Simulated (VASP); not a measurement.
# S (R-3m) in VASP: further runs

The runs below take S through relaxation of cell and atoms, with PBEsol, r2SCAN.

Everything below comes from runs of VASP 6.6.1. Logs are shortened: lines on timing, memory, paths and dates and some standing lists are left out, and cuts for length are marked.

### 1 Starting point

Symmetry: R-3m, No. 166, trigonal system. Conventional cell: a = 3.277 Å, b = 3.277 Å, c = 2.584 Å, α = 90.00°, β = 90.00°, γ = 120.00°. S (site symmetry -3m) is surrounded by 6 S at 2.08 Å.

This isn't the form of S at room conditions, which is orthorhombic, of S8 rings.

### 2 Relaxation of cell and atoms, PBEsol, target pressure 150 GPa, at which the enthalpy is minimised

INCAR reads:

```
PREC = Accurate
ENCUT = 600
EDIFF = 1E-6
ISMEAR = 1
SIGMA = 0.1
LREAL = False
LASPH = True
NELM = 80
ALGO = Normal
ISIF = 3
LWAVE = False
LCHARG = False
GGA = PS
IBRION = 2
NSW = 90
EDIFFG = -0.01
PSTRESS = 1500.0
```

KPOINTS reads:

```
Automatic mesh
0
Gamma
  19 19 19
```

POSCAR reads:

```
S
1.0
    1.6385000000      0.9459884161      0.8613333333
   -1.6385000000      0.9459884161      0.8613333333
    0.0000000000     -1.8919768321      0.8613333333
S
1
Direct
    0.0000000000      0.0000000000      0.0000000000
```

Potentials or basis: VASP PAW PBE potentials, release 64 (S).

Launch:

```sh
$ cat potpaw_PBE.64/S/POTCAR > POTCAR
$ mpirun -np 1 vasp_std > vasp.out
```

OUTCAR:

```text
PREC = Accurate
   ENCUT = 600
   EDIFF = 1E-6
   ISMEAR = 1
   LREAL = False
   LASPH = True
   NELM = 80
   ISIF = 3
   GGA = PS
   IBRION = 2
   NSW = 90
   EDIFFG = -0.01
   PSTRESS = 1500.0

 ion  position               nearest neighbor table
   1  0.000  0.000  0.000-

  LATTYP: Found a trigonal (rhomboedric) cell.
 ALAT       =     2.0788149135
 COS(alpha) =    -0.2424852435

  Lattice vectors:

 A1 = (   1.6385000000,   0.9459884161,   0.8613333333)
 A2 = (  -1.6385000000,   0.9459884161,   0.8613333333)
 A3 = (   0.0000000000,  -1.8919768321,   0.8613333333)

Analysis of symmetry for initial positions (statically):
=====================================================================
 Subroutine PRICEL returns:
 Original cell was already a primitive cell.

 Routine SETGRP: Setting up the symmetry group for a
 trigonal (rhombohedral) supercell.

 Subroutine GETGRP returns: Found 12 space group operations
 (whereof 12 operations were pure point group operations)
 out of a pool of 12 trial point group operations.

The static configuration has the point symmetry D_3d.

Analysis of symmetry for dynamics (positions and initial velocities):
=====================================================================
 Subroutine PRICEL returns:
 Original cell was already a primitive cell.

 Routine SETGRP: Setting up the symmetry group for a
 trigonal (rhombohedral) supercell.

 Subroutine GETGRP returns: Found 12 space group operations
 (whereof 12 operations were pure point group operations)
 out of a pool of 12 trial point group operations.

The dynamic configuration has the point symmetry D_3d.

 Subroutine INISYM returns: Found 12 space group operations
 (whereof 12 operations are pure point group operations),
 and found     1 'primitive' translations

----------------------------------------------------------------------------------------

                                     Primitive cell

  volume of cell :       8.0104

  direct lattice vectors                    reciprocal lattice vectors
     1.638500000  0.945988416  0.861333333     0.305157156  0.176182566  0.386996904
[... 92 lines left out ...]
   POTIM  = 0.5000    time-step for ionic-motion
   TEBEG  =    0.0;   TEEND  =   0.0 temperature during run
   PSTRESS= 1500.0 pullay stress
   NELECT =       6.0000    total number of electrons
   NUPDOWN=      -1.0000    fix difference up-down
   EMIN   =  10.00;   EMAX   =-10.00  energy-range for DOS
   EFERMI =   0.00;   METHOD = LEGACY
   ISMEAR =     1;   SIGMA  =   0.10  broadening in eV -4-tet -1-fermi 0-gaus
   EFERMI_NEDOS =   21; number of points for ismear=-14 and -15
   IALGO  =     38    algorithm
   IMIX   =      4    mixing-type and parameters
     AMIX     =   0.40;   BMIX     =  1.00
     AMIX_MAG =   1.60;   BMIX_MAG =  1.00
  volume/ion in A,a.u.               =       8.01        54.06
  Fermi-wavevector in a.u.,A,eV,Ry     =   1.486758  2.809565 30.074995  2.210450
  Thomas-Fermi vector in A             =   2.600004
   LORBIT       =      0    0 simple, 1 ext, 2 COOP (PROOUT), +10 PAW based schemes
   GGA     = PS    functional components
   LHFCALC =     F    Hartree Fock is set to
   AEXX    =    0.0000 exact exchange contribution
   IVDW    =     0    specifies the selected vdW correction
   LEPSILON=     F    determine dielectric tensor
   LRPA    =     F    only Hartree local field effects (RPA)
 conjugate gradient relaxation of ions
 non-spin polarized calculation
 Methfessel and Paxton  Order N= 1 SIGMA  =   0.10
  energy-cutoff  :      600.00
  volume of cell :        8.01
 maximum number of plane-waves:       280
 NGX is ok and might be reduce to    18
   NGX =  9   NGY =  9   NGZ =  9

--------------------------------------- Ionic step        1  -------------------------------------------

 number of electron       5.9999998 magnetization

 Free energy of the ion-electron system (eV)
  ---------------------------------------------------
  ext. energy  EPLUGINS =         0.00000000
  ---------------------------------------------------
  free energy    TOTEN  =        -0.97815949 eV

  energy without entropy =       -0.97822519  energy(sigma->0) =       -0.97818139

------------------------ aborting loop because EDIFF is reached ----------------------------------------

  FORCE on cell =-STRESS in cart. coord.  units (eV):
  Direction    XX          YY          ZZ          XY          YZ          ZX
  --------------------------------------------------------------------------------------
  -------------------------------------------------------------------------------------
  Total       10.4824195     10.4824195     10.0647227      0.0000000      0.0000000      0.0000000
  in kB     2096.6085416   2096.6085416   2013.0642166      0.0000000      0.0000001      0.0000000
  external PRESSURE =     568.7604333 kB  Pullay stress =    1500.0000000 kB
[... 283 lines left out ...]
--------------------------------------- Ionic step        9  -------------------------------------------

 number of electron       6.0000001 magnetization

 Free energy of the ion-electron system (eV)
  ---------------------------------------------------
  ext. energy  EPLUGINS =         0.00000000
  ---------------------------------------------------
  free energy    TOTEN  =        -1.87223376 eV

  energy without entropy =       -1.87220351  energy(sigma->0) =       -1.87222368

 E-fermi :  18.7300     XC(G=0): -14.1036

 val. band max:       18.7137594319   @ k =  -0.1579   0.1579   0.1053
 cond. band min:      18.7344472817   @ k =  -0.2632   0.2105   0.0526
 fundamental gap:      0.0206878497
 Fermi energy:        18.7299745142

 k-point     1 :       0.0000    0.0000    0.0000
  band No.  band energies     occupation
      1      -6.5580      2.00000
      2      22.9247      0.00000
      3      26.0791      0.00000
      4      26.0791      0.00000
      5      27.0903      0.00000
      6      27.0903      0.00000
      7      34.4314      0.00000
[... 221 lines left out ...]
 k-point    24 :      -0.2632    0.0526    0.0000
  band No.  band energies     occupation
      1      -4.3178      2.00000
      2      13.2140      2.00000
      3      23.2086      0.00000
      4      25.8326      0.00000
      5      27.2013      0.00000
      6      31.4053      0.00000
      7      35.7983      0.00000

 [... further k-points ...]

------------------------ aborting loop because EDIFF is reached ----------------------------------------

  FORCE on cell =-STRESS in cart. coord.  units (eV):
  Direction    XX          YY          ZZ          XY          YZ          ZX
  --------------------------------------------------------------------------------------
  -------------------------------------------------------------------------------------
  Total        8.2608188      8.2608188      8.2609825      0.0000000      0.0000000      0.0000000
  in kB     1500.3327937   1500.3327937   1500.3625293      0.0000000      0.0000001      0.0000000
  external PRESSURE =       0.3427056 kB  Pullay stress =    1500.0000000 kB
[... 20 lines left out ...]
  energy  without entropy=       -1.8722035089  energy(sigma->0) =       -1.87222368

  enthalpy is  TOTEN    =         6.3867526580 eV   P V=        8.2589864177

 reached required accuracy - stopping structural energy minimisation
```

OSZICAR:

```text
N       E                     dE             d eps       ncg     rms          rms(c)
DAV:   1     0.946615280823E+01    0.94662E+01   -0.39015E+03 10388   0.876E+02
[... 56 lines left out ...]
DAV:   4    -0.187472635130E+01    0.24399E-06   -0.51222E-07  9268   0.816E-03
   8 F= 0.63867559E+01 E0= 0.63867646E+01  d E =-.492949E-04
       N       E                     dE             d eps       ncg     rms          rms(c)
DAV:   1    -0.187223735816E+01    0.24892E-02   -0.29399E-04 10304   0.123E-01    0.116E-02
DAV:   2    -0.187223483864E+01    0.25195E-05   -0.58672E-06 13440   0.228E-02    0.666E-03
DAV:   3    -0.187223369365E+01    0.11450E-05   -0.28786E-06  9667   0.119E-02    0.294E-03
DAV:   4    -0.187223375969E+01   -0.66045E-07   -0.34288E-08  4914   0.210E-03
   9 F= 0.63867527E+01 E0= 0.63867627E+01  d E =-.525755E-04
```

Run time: 83 s. Hardware: 1 thread of Intel Xeon Platinum 8488C (Sapphire Rapids), shared host; peak memory 0.15 GiB.

What came out:

```
Free energy                                            : -1.8722 eV
Relaxed volume                                         : 8.82 Å³/atom
Relaxed cell                                           : a = 2.147 Å, b = 2.147 Å, c = 2.147 Å, α = 104.06°, β = 104.06°, γ = 104.06°
Space group after relaxing (to 0.05 Å)                 : R-3m (No. 166)
Energy change on relaxing (the enthalpy is what falls) : -894.1 meV/atom
Ionic steps                                            : 9
Pressure after relaxing                                : 150.0 GPa
Band gap on the k mesh                                 : none (metal or under the smearing width)
```

Step by step:
| step | energy change (eV) | largest force (eV/Å) | pressure (GPa) | volume (Å³) |
| --- | --- | --- | --- | --- |
| 1 | 0.0000 | 0.0000 | 206.88 | 8.01 |
| 2 | -2.4351 | 0.0000 | 38.82 | 11.78 |
| 3 | -0.9667 | 0.0000 | 144.90 | 8.90 |
| 4 | -0.8891 | 0.0000 | 150.09 | 8.82 |
| 5 | -0.9046 | 0.0000 | 149.06 | 8.83 |
| 6 | -0.8519 | 0.0000 | 152.84 | 8.78 |
| 7 | -0.8851 | 0.0000 | 150.43 | 8.81 |
| 8 | -0.8966 | 0.0000 | 149.92 | 8.82 |
| 9 | -0.8941 | 0.0000 | 150.03 | 8.82 |

Final structure:
```yaml
crystal:
  lattice:
    - [1.69256, 0.97720, 0.88893]
    - [-1.69256, 0.97720, 0.88893]
    - [0.00000, -1.95440, 0.88893]
  atoms:
    - { symbol: S, position: [0.00000, 0.00000, 0.00000] }
```

Levels at points of the mesh, in eV from the Fermi level:
| k point | band 1 | band 2 | band 3 | band 4 | band 5 | band 6 | band 7 |
| --- | --- | --- | --- | --- | --- | --- | --- |
| (0.00, 0.00, 0.00) | -25.29 | 4.19 | 7.35 | 7.35 | 8.36 | 8.36 | 15.70 |

Caveat: the cell is relaxed towards a set pressure, so the enthalpy falls and the energy may rise; the PAW data sets were made with another functional, which shifts forces and pressure a little. Zero-point motion and thermal expansion aren't in these numbers.

### 3 Relaxation of cell and atoms, PBEsol, target pressure 150 GPa, at which the enthalpy is minimised

This run uses another cell than the first one, of 8.82 Å³/atom, 1.101 times its volume.

INCAR, as its differences from that of step 2:

```diff
@@ -2,3 +2,3 @@
 ENCUT = 600
-EDIFF = 1E-6
+EDIFF = 1E-7
 ISMEAR = 1
@@ -15,3 +15,3 @@
 NSW = 90
-EDIFFG = -0.01
+EDIFFG = -0.005
 PSTRESS = 1500.0
```

KPOINTS is that of step 2.

POSCAR reads:

```
S                                       
1.0
    1.6925570241      0.9771982535      0.8889325997
   -1.6925570241      0.9771982535      0.8889325997
    0.0000000000     -1.9543965069      0.8889325997
  S             
     1
Direct
     0.0000000000000000    0.0000000000000000    0.0000000000000000
```

Potentials or basis: VASP PAW PBE potentials, release 64 (S).

Launch:

```sh
$ cat potpaw_PBE.64/S/POTCAR > POTCAR
$ mpirun -np 1 vasp_std > vasp.out
```

Wall time 21 s (1 thread of Intel Xeon Platinum 8488C (Sapphire Rapids), shared host); peak memory 0.15 GiB.

It converged, with:

| Property | Result |
| --- | --- |
| Free energy | -1.8728 eV |
| Pressure after relaxing | 150.1 GPa |
| Band gap on the k mesh | none (metal or under the smearing width) |

Final structure:
```
S
1.0
     1.69256    0.97720    0.88893
    -1.69256    0.97720    0.88893
     0.00000   -1.95440    0.88893
S
1
Direct
  0.00000 0.00000 0.00000
```

Levels at points of the mesh, in eV from the Fermi level:
```csv
k point,band 1,band 2,band 3,band 4,band 5,band 6,band 7
"(0.00, 0.00, 0.00)",-25.29,4.19,7.35,7.35,8.36,8.36,15.70
```

Caveat: the relaxation stopped at its first step, so nothing moved; the cell is relaxed towards a set pressure, so the enthalpy falls and the energy may rise; the PAW data sets were made with another functional, which shifts forces and pressure a little.

### 4 Relaxation of cell and atoms, r2SCAN, target pressure 160 GPa, at which the enthalpy is minimised

INCAR reads:

```
  PREC = Accurate
  ENCUT = 600
  EDIFF = 1E-6
  ISMEAR = 1
  SIGMA = 0.1
  LREAL = F
  LASPH = T
  NELM = 80
  ALGO = Normal
  ISIF = 3
  LWAVE = F
  LCHARG = F
  METAGGA = R2SCAN
  LMIXTAU = T
  IBRION = 2
  NSW = 90
  EDIFFG = -0.01
  PSTRESS = 1600.0
```

KPOINTS reads:

```
regular mesh
0
Gamma
  19 19 19
```

POSCAR reads:

```
S
1.0
    1.6385000000      0.9459884161      0.8613333333
   -1.6385000000      0.9459884161      0.8613333333
    0.0000000000     -1.8919768321      0.8613333333
S
1
Direct
    0.0000000000      0.0000000000      0.0000000000
```

Launch:

```sh
$ cat potpaw_PBE.64/S/POTCAR > POTCAR
$ mpirun -np 1 vasp_std > vasp.out
```

Run time: 10 min. Hardware: 1 thread of AMD EPYC 9R45 (Zen 5), shared host; peak memory 0.12 GiB.

Results (log left out):

* Free energy: -4.9126 eV
* Relaxed volume: 8.85 Å³/atom
* Relaxed cell: a = 2.141 Å, b = 2.141 Å, c = 2.141 Å, α = 103.39°, β = 103.39°, γ = 103.39°
* Space group after relaxing (to 0.05 Å): R-3m (No. 166)
* Energy change on relaxing (the enthalpy is what falls): -986.9 meV/atom
* Ionic steps: 10
* Pressure after relaxing: 159.9 GPa
* Band gap on the k mesh: none (metal or under the smearing width)

The path:
```tsv
step	energy change (eV)	largest force (eV/Å)	pressure (GPa)	volume (Å³)
1	0.0000	0.0000	216.86	8.01
2	-2.6981	0.0000	48.11	11.78
3	-1.0500	0.0000	154.74	8.92
4	-0.9679	0.0000	159.96	8.84
5	-0.9849	0.0000	158.83	8.86
6	-0.9949	0.0000	159.54	8.86
7	-0.9946	0.0000	159.44	8.86
8	-0.9947	0.0000	159.51	8.86
9	-0.9653	0.0000	161.33	8.83
10	-0.9869	0.0000	159.95	8.85
```

Final structure:
```xyz
1
Lattice="1.6799 0.9699 0.9057 -1.6799 0.9699 0.9057 0.0000 -1.9398 0.9057" Properties=species:S:1:pos:R:3 pbc="T T T"
S     0.0000    0.0000    0.0000
```

Levels at points of the mesh, in eV from the Fermi level:
| k point | band 1 | band 2 | band 3 | band 4 | band 5 | band 6 | band 7 |
| --- | --- | --- | --- | --- | --- | --- | --- |
| (0.00, 0.00, 0.00) | -26.55 | 3.90 | 7.45 | 7.45 | 8.04 | 8.04 | 16.79 |

Caveat: the cell is relaxed towards a set pressure, so the enthalpy falls and the energy may rise; the PAW data sets were made with another functional, which shifts forces and pressure a little.
